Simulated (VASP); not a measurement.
# Mn (Im-3m) in VASP: further runs

Runs on Mn. Level: PBE. Tasks: single point.

Everything below comes from runs of VASP 6.6.1. Logs are shortened: lines on timing, memory, paths and dates and some standing lists are left out, and cuts for length are marked.

**1. Starting point**

It takes space group Im-3m (No. 229, cubic). Conventional cell: a = 3.081 Å, b = 3.081 Å, c = 3.081 Å, α = 90.00°, β = 90.00°, γ = 90.00°. Mn (site symmetry m-3m) is surrounded by 8 Mn at 2.67 Å.

This isn't the form of Mn at room conditions, which is a 58-atom cubic cell.

**2. Single point, PBE, collinear spin, ferromagnetic start**

File run.py:

```python
from ase.calculators.vasp import Vasp
from ase.dft.bandgap import bandgap
from ase.io import read

atoms = read('Mn.cif')
atoms.set_initial_magnetic_moments([4.0])
calc = Vasp(
    directory='calc',
    xc='pbe',
    pp='PBE',
    setups='recommended',
    prec='Accurate',
    encut=520,
    ediff=1e-07,
    ismear=0,
    sigma=0.05,
    lreal=False,
    lasph=True,
    nelm=150,
    algo='Normal',
    isif=2,
    lwave=False,
    lcharg=True,
    ispin=2,
    lorbit=11,
    lmaxmix=4,
    lelf=True,
    lvhar=True,
    kpts=[12, 12, 12],
    gamma=True,
)
atoms.calc = calc

print('energy (eV):', atoms.get_potential_energy())
print('free energy (eV):', atoms.get_potential_energy(force_consistent=True))
print('forces (eV/A):')
print(atoms.get_forces())
print('stress (eV/A^3, Voigt):', atoms.get_stress())
print('Fermi level (eV):', calc.get_fermi_level())
print('moment (muB):', atoms.get_magnetic_moment())
print('site moments (muB):', atoms.get_magnetic_moments())
gap, top, bottom = bandgap(calc)
print('band gap (eV):', gap, 'from (spin, k, band)', top, 'to', bottom)
```

File Mn.cif:

```cif
data_Mn
_cell_length_a 2.66822427
_cell_length_b 2.66822427
_cell_length_c 2.66822427
_cell_angle_alpha 109.47122063
_cell_angle_beta 109.47122063
_cell_angle_gamma 109.47122063
_space_group_name_H-M_alt 'P1'
_space_group_name_Hall 'P 1'
_space_group_IT_number 1
loop_
_space_group_symop_operation_xyz
'x,y,z'
loop_
_atom_site_label
_atom_site_type_symbol
_atom_site_symmetry_multiplicity
_atom_site_Wyckoff_symbol
_atom_site_fract_x
_atom_site_fract_y
_atom_site_fract_z
_atom_site_occupancy
Mn1 Mn 1 a 0.0000000000 0.0000000000 0.0000000000 1
```

Potentials or basis: VASP PAW PBE potentials, release 64 (Mn_pv).

Started as:

```
python run.py
```

Output:

```text
energy (eV): -8.33136965
free energy (eV): -8.33225878
forces (eV/A):
[[ 0. -0.  0.]]
stress (eV/A^3, Voigt): [6.16547534e-02 6.16547534e-02 6.16547534e-02 1.24830183e-11
 6.24150913e-12 6.24150913e-12]
Fermi level (eV): 6.98578302
moment (muB): 3.0708285
site moments (muB): [2.993]
band gap (eV): 0.0 from (spin, k, band) (None, None, None) to (None, None, None)
```

OUTCAR:

```text
ENCUT = 520.000000
   EDIFF = 1.00e-07
   GGA = PE
   PREC = Accurate
   ISIF = 2
   ISMEAR = 0
   ISPIN = 2
   LORBIT = 11
   NELM = 150
   LASPH = .TRUE.
   LREAL = .FALSE.

 ion  position               nearest neighbor table
   1  0.000  0.000  0.000-

  LATTYP: Found a body centered cubic cell.
 ALAT       =     3.0810000011

  Lattice vectors:

 A1 = (   2.6682242700,   0.0000000000,   0.0000000000)
 A2 = (  -0.8894080898,   2.5156259668,   0.0000000000)
 A3 = (  -0.8894080898,  -1.2578129830,   2.1785959939)

Analysis of symmetry for initial positions (statically):
=====================================================================
 Subroutine PRICEL returns:
 Original cell was already a primitive cell.

 Routine SETGRP: Setting up the symmetry group for a
 body centered cubic supercell.

 Subroutine GETGRP returns: Found 48 space group operations
 (whereof 48 operations were pure point group operations)
 out of a pool of 48 trial point group operations.

The static configuration has the point symmetry O_h .

Analysis of symmetry for dynamics (positions and initial velocities):
=====================================================================
 Subroutine PRICEL returns:
 Original cell was already a primitive cell.

 Routine SETGRP: Setting up the symmetry group for a
 body centered cubic supercell.

 Subroutine GETGRP returns: Found 48 space group operations
 (whereof 48 operations were pure point group operations)
 out of a pool of 48 trial point group operations.

The dynamic configuration has the point symmetry O_h .

Analysis of structural, dynamic, and magnetic symmetry:
=====================================================================
 Subroutine PRICEL returns:
 Original cell was already a primitive cell.

 Routine SETGRP: Setting up the symmetry group for a
 body centered cubic supercell.

 Subroutine GETGRP returns: Found 48 space group operations
 (whereof 48 operations were pure point group operations)
 out of a pool of 48 trial point group operations.

The overall configuration has the point symmetry O_h .

 Subroutine INISYM returns: Found 48 space group operations
 (whereof 48 operations are pure point group operations),
 and found     1 'primitive' translations

----------------------------------------------------------------------------------------

                                     Primitive cell

  volume of cell :      14.6233

  direct lattice vectors                    reciprocal lattice vectors
     2.668224270  0.000000000  0.000000000     0.374781090  0.132505125  0.229505609
    -0.889408090  2.515625967  0.000000000     0.000000000  0.397515375  0.229505609
    -0.889408090 -1.257812983  2.178595994     0.000000000  0.000000000  0.459011218

  length of vectors
     2.668224270  2.668224270  2.668224270     0.459011218  0.459011218  0.459011218

  position of ions in fractional coordinates (direct lattice)
     0.000000000  0.000000000  0.000000000

  ion indices of the primitive-cell ions
   primitive index   ion index
                 1           1

----------------------------------------------------------------------------------------

 KPOINTS: KPOINTS created by Atomic Simulation Env

Automatic generation of k-mesh.
 Grid dimensions read from file:
 generate k-points for:   12   12   12

 Generating k-lattice:

  Cartesian coordinates                     Fractional coordinates (reciprocal lattice)
     0.031231757  0.011042094  0.019125467     0.083333333  0.000000000  0.000000000
     0.000000000  0.033126281  0.019125467     0.000000000  0.083333333  0.000000000
     0.000000000  0.000000000  0.038250935     0.000000000  0.000000000  0.083333333

  Length of vectors
     0.038250935  0.038250935  0.038250935

  Shift w.r.t. Gamma in fractional coordinates (k-lattice)
     0.000000000  0.000000000  0.000000000

 Subroutine IBZKPT returns following result:
 ===========================================

 Found     72 irreducible k-points:
[... 72 lines left out ...]
   EDIFF  = 0.1E-06   stopping-criterion for ELM
   LREAL  =      F    real-space projection
   EDIFFG = 0.1E-05   stopping-criterion for IOM
   NSW    =      0    number of steps for IOM
   IBRION =     -1    ionic relax: 0-MD 1-quasi-New 2-CG
   NFREE  =      0    steps in history (QN), initial steepest desc. (CG)
   ISIF   =      2    stress and relaxation
   ISYM   =      2    0-nonsym 1-usesym 2-fastsym
   POTIM  = 0.5000    time-step for ionic-motion
   TEBEG  =    0.0;   TEEND  =   0.0 temperature during run
   PSTRESS=    0.0 pullay stress
   NELECT =      13.0000    total number of electrons
   NUPDOWN=      -1.0000    fix difference up-down
   EMIN   =  10.00;   EMAX   =-10.00  energy-range for DOS
   EFERMI =   0.00;   METHOD = LEGACY
   ISMEAR =     0;   SIGMA  =   0.05  broadening in eV -4-tet -1-fermi 0-gaus
   EFERMI_NEDOS =   21; number of points for ismear=-14 and -15
   IALGO  =     38    algorithm
   IMIX   =      4    mixing-type and parameters
     AMIX     =   0.40;   BMIX     =  1.00
     AMIX_MAG =   1.60;   BMIX_MAG =  1.00
  volume/ion in A,a.u.               =      14.62        98.68
  Fermi-wavevector in a.u.,A,eV,Ry     =   1.574131  2.974677 33.713725  2.477889
  Thomas-Fermi vector in A             =   2.675311
   LORBIT       =     11    0 simple, 1 ext, 2 COOP (PROOUT), +10 PAW based schemes
   GGA     = PE    functional components
   LHFCALC =     F    Hartree Fock is set to
   AEXX    =    0.0000 exact exchange contribution
   IVDW    =     0    specifies the selected vdW correction
   LEPSILON=     F    determine dielectric tensor
   LRPA    =     F    only Hartree local field effects (RPA)
 spin polarized calculation
 Gauss-broadening in eV      SIGMA  =   0.05
  energy-cutoff  :      520.00
  volume of cell :       14.62
 maximum number of plane-waves:       420
   NGX =  9   NGY =  9   NGZ =  9

 number of electron      12.9999990 magnetization       3.0708285

 Free energy of the ion-electron system (eV)
  ---------------------------------------------------
  ext. energy  EPLUGINS =         0.00000000
  ---------------------------------------------------
  free energy    TOTEN  =        -8.33225878 eV

  energy without entropy =       -8.33048052  energy(sigma->0) =       -8.33136965

 E-fermi :   6.9858     XC(G=0): -12.1657

 val. band max:        6.9770389116   @ k =   0.5000   0.5000   0.4167
 cond. band min:       6.9862801849   @ k =  -0.4167   0.4167   0.0833
 fundamental gap:      0.0092412733
 Fermi energy:         6.9857830154

 spin component 1

 k-point     1 :       0.0000    0.0000    0.0000
  band No.  band energies     occupation
      1     -41.8068      1.00000
      2     -41.8068      1.00000
      3     -41.8068      1.00000
      4      -0.4452      1.00000
      5       5.1777      1.00000
      6       5.1777      1.00000
      7       5.1777      1.00000
      8       6.3653      1.00000
      9       6.3653      1.00000
     10      28.0058      0.00000
     11      28.0058      0.00000
     12      28.0058      0.00000
[... 573 lines left out ...]
      1     -42.0539      1.00000
      2     -41.9173      1.00000
      3     -41.8344      1.00000
      4       3.3471      1.00000
      5       4.5705      1.00000
      6       5.1802      1.00000
      7       6.1509      1.00000
      8       7.1249      0.00004
      9       8.9596      0.00000
     10      13.3919      0.00000
     11      19.6758      0.00000
     12      23.6091      0.00000

 [... further k-points ...]

 spin component 2

 k-point     1 :       0.0000    0.0000    0.0000
  band No.  band energies     occupation
      1     -38.5834      1.00000
      2     -38.5834      1.00000
      3     -38.5833      1.00000
      4       0.1405      1.00000
      5       7.8894      0.00000
      6       7.8894      0.00000
      7       7.8894      0.00000
      8       9.4184      0.00000
      9       9.4184      0.00000
     10      28.1187      0.00000
     11      28.1187      0.00000
     12      28.1187      0.00000
[... 573 lines left out ...]
      1     -38.8614      1.00000
      2     -38.7057      1.00000
      3     -38.6146      1.00000
      4       5.1071      1.00000
      5       6.8857      0.99767
      6       7.0802      0.00379
      7       9.0414      0.00000
      8      10.0531      0.00000
      9      11.0560      0.00000
     10      15.2123      0.00000
     11      20.7066      0.00000
     12      24.3351      0.00000

 [... further k-points ...]

------------------------ aborting loop because EDIFF is reached ----------------------------------------

 total charge

# of ion       s       p       d       tot
------------------------------------------
    1        0.330   6.233   4.994  11.558

 magnetization (x)

# of ion       s       p       d       tot
------------------------------------------
    1       -0.005   0.004   2.994   2.993

  FORCE on cell =-STRESS in cart. coord.  units (eV):
  Direction    XX          YY          ZZ          XY          YZ          ZX
  --------------------------------------------------------------------------------------
  -------------------------------------------------------------------------------------
  Total       -0.9015950     -0.9015950     -0.9015950     -0.0000000     -0.0000000     -0.0000000
  in kB      -98.7818044    -98.7818044    -98.7818044     -0.0000000     -0.0000000     -0.0000000
  external PRESSURE =     -98.7818044 kB  Pullay stress =       0.0000000 kB

 VOLUME and BASIS-vectors are now :
 -----------------------------------------------------------------------------
  energy-cutoff  :      520.00
  volume of cell :       14.62
      direct lattice vectors                 reciprocal lattice vectors
     2.668224270  0.000000000  0.000000000     0.374781090  0.132505125  0.229505609
    -0.889408090  2.515625967  0.000000000     0.000000000  0.397515375  0.229505609
    -0.889408090 -1.257812983  2.178595994     0.000000000  0.000000000  0.459011218

 POSITION                                       TOTAL-FORCE (eV/Angst)
 -----------------------------------------------------------------------------------
      0.00000      0.00000      0.00000         0.000000     -0.000000      0.000000
 -----------------------------------------------------------------------------------
    total drift:                               -0.000000      0.000000     -0.000000

  FREE ENERGIE OF THE ION-ELECTRON SYSTEM (eV)
  ---------------------------------------------------
  free  energy   TOTEN  =        -8.3322587752 eV

  energy  without entropy=       -8.3304805167  energy(sigma->0) =       -8.33136965

 total charge

# of ion       s       p       d       tot
------------------------------------------
    1        0.330   6.233   4.994  11.558

 magnetization (x)

# of ion       s       p       d       tot
------------------------------------------
    1       -0.005   0.004   2.994   2.993
```

INCAR:

```text
ENCUT = 520.000000
SIGMA = 0.050000
EDIFF = 1.00e-07
ALGO = Normal
GGA = PE
PREC = Accurate
ISIF = 2
ISMEAR = 0
ISPIN = 2
LMAXMIX = 4
LORBIT = 11
NELM = 150
LASPH = .TRUE.
LCHARG = .TRUE.
LELF = .TRUE.
LVHAR = .TRUE.
LWAVE = .FALSE.
LREAL = .FALSE.
MAGMOM = 1*4.0000
```

Wall time 24 s (1 thread of Intel Xeon Platinum 8559C (Emerald Rapids), shared host); peak memory 0.14 GiB.

Results:

```yaml
Free_energy: -8.3323 eV
Pressure: -9.9 GPa
Band_gap_on_the_k_mesh: none (metal or under the smearing width)
Net_moment: 3.07 μB per cell
Site_moments: Mn +2.99 μB
Valence_electrons_inside_the_program's_atomic_spheres: Mn 11.56
```

Levels at points of the mesh, in eV from the Fermi level:
Spin up:
```csv
k point,band 6,band 7,band 8,band 9,band 10,band 11
"(0.00, 0.00, 0.00)",-1.81,-1.81,-0.62,-0.62,21.02,21.02
"(0.50, 0.00, 0.00)",-0.64,-0.47,0.26,0.42,5.85,15.45
"(0.50, 0.50, 0.50)",0.20,0.20,0.20,8.02,8.02,8.02
```
Spin down:
```
           k point  band 3  band 4  band 5  band 6  band 7  band 8
(0.00, 0.00, 0.00)  -45.57   -6.85    0.90    0.90    0.90    2.43
(0.50, 0.00, 0.00)  -45.57   -2.27   -0.22    0.73    2.37    2.67
(0.50, 0.50, 0.50)  -45.78   -1.64   -1.64    3.19    3.19    3.19
```

**3. Single point, PBE, collinear spin, ferromagnetic start**

File INCAR:

```
  ALGO = Fast
  EDIFF = 1E-7
  ENCUT = 550
  GGA = PE
  ISIF = 2
  ISMEAR = 0
  ISPIN = 2
  LASPH = True
  LCHARG = False
  LMAXMIX = 4
  LORBIT = 11
  LREAL = False
  LWAVE = False
  MAGMOM = 4
  NELM = 100
  PREC = Accurate
  SIGMA = 0.1
```

File KPOINTS:

```
k-points
0
Gamma
  12 12 12
```

File POSCAR:

```
Mn
1.0
   -1.5405000000      1.5405000000      1.5405000000
    1.5405000000     -1.5405000000      1.5405000000
    1.5405000000      1.5405000000     -1.5405000000
Mn
1
Direct
    0.0000000000      0.0000000000      0.0000000000
```

Potentials or basis: VASP PAW PBE potentials, release 64 (Mn_GW).

Started as:

```
cat potpaw_PBE.64/Mn_GW/POTCAR > POTCAR
mpirun -np 1 vasp_std > vasp.out
```

Wall time 89 s (1 thread of Intel Xeon Platinum 8375C at 2.90GHz (Ice Lake), shared host); peak memory 0.15 GiB.

Results (log left out):

- Free energy: -8.3235 eV
- Pressure: -10.1 GPa
- Band gap on the k mesh: none (metal or under the smearing width)
- Net moment: 3.09 μB per cell
- Site moments: Mn +3.00 μB
- Valence electrons inside the program's atomic spheres: Mn 5.89

Levels at points of the mesh, in eV from the Fermi level:
Spin up:
```tsv
k point	band 2	band 3	band 4	band 5	band 6	band 7	band 8	band 9
(0.00, 0.00, 0.00)	-1.83	-1.83	-1.83	-0.64	-0.64	21.05	21.05	21.05
(0.50, 0.00, 0.00)	-2.72	-0.66	-0.49	0.27	0.39	5.83	15.40	16.30
(0.50, 0.50, 0.50)	-3.75	0.17	0.17	0.17	7.97	7.97	7.97	13.44
```
Spin down:
| k point | band 1 | band 2 | band 3 | band 4 | band 5 |
| --- | --- | --- | --- | --- | --- |
| (0.00, 0.00, 0.00) | -6.82 | 0.90 | 0.90 | 0.90 | 2.42 |
| (0.50, 0.00, 0.00) | -2.26 | -0.22 | 0.75 | 2.35 | 2.65 |
| (0.50, 0.50, 0.50) | -1.65 | -1.65 | 3.18 | 3.18 | 3.18 |

**4. Single point, PBE, collinear spin, ferromagnetic start**

run.py, as its differences from that of step 2:

```diff
@@ -1,6 +1,11 @@
+from ase import Atoms
 from ase.calculators.vasp import Vasp
 from ase.dft.bandgap import bandgap
-from ase.io import read
 
-atoms = read('Mn.cif')
+atoms = Atoms(
+    ['Mn'],
+    cell=[[-1.5405, 1.5405, 1.5405], [1.5405, -1.5405, 1.5405], [1.5405, 1.5405, -1.5405]],
+    scaled_positions=[[0.0, 0.0, 0.0]],
+    pbc=True,
+)
 atoms.set_initial_magnetic_moments([4.0])
@@ -10,15 +15,15 @@
     pp='PBE',
-    setups='recommended',
+    setups={'base': 'minimal', 'Mn': '_GW'},
     prec='Accurate',
-    encut=520,
-    ediff=1e-07,
+    encut=550,
+    ediff=1e-06,
     ismear=0,
-    sigma=0.05,
+    sigma=0.1,
     lreal=False,
     lasph=True,
-    nelm=150,
-    algo='Normal',
+    nelm=100,
+    algo='Fast',
     isif=2,
     lwave=False,
-    lcharg=True,
+    lcharg=False,
     ispin=2,
@@ -26,6 +31,5 @@
     lmaxmix=4,
-    lelf=True,
-    lvhar=True,
     kpts=[12, 12, 12],
     gamma=True,
+    nbands=14,
 )
```

Started as:

```
python run.py
```

Wall time 5.2 min (1 thread of Intel Xeon Platinum 8375C at 2.90GHz (Ice Lake), shared host); peak memory 0.16 GiB.

The run converged. Its results:

- Free energy: -8.2860 eV
- Pressure: -34.5 GPa
- Band gap on the k mesh: none (metal or under the smearing width)
- Net moment: 1.48 μB per cell
- Site moments: Mn +1.48 μB
- Valence electrons inside the program's atomic spheres: Mn 5.86

Levels at points of the mesh, in eV from the Fermi level:
Spin up:
```tsv
k point	band 1	band 2	band 3	band 4	band 5	band 6	band 7	band 8
(0.00, 0.00, 0.00)	-6.81	-1.15	-1.15	-1.15	-0.18	-0.18	21.62	21.62
(0.50, 0.00, 0.00)	-3.41	-2.03	-0.13	-0.03	0.84	1.05	6.44	15.92
(0.50, 0.50, 0.50)	-3.25	-3.25	0.83	0.83	0.83	8.62	8.62	8.62
```
Spin down:
| k point | band 1 | band 2 | band 3 | band 4 | band 5 | band 6 |
| --- | --- | --- | --- | --- | --- | --- |
| (0.00, 0.00, 0.00) | -6.69 | 0.03 | 0.03 | 0.03 | 1.70 | 1.70 |
| (0.50, 0.00, 0.00) | -2.59 | -0.97 | 0.91 | 1.56 | 1.89 | 2.40 |
| (0.50, 0.50, 0.50) | -1.97 | -1.97 | 2.16 | 2.16 | 2.16 | 8.82 |

Caveat: a pressure of tens of GPa on the cell as given is suspect, and the run, the potentials or the cell itself is likely at fault.
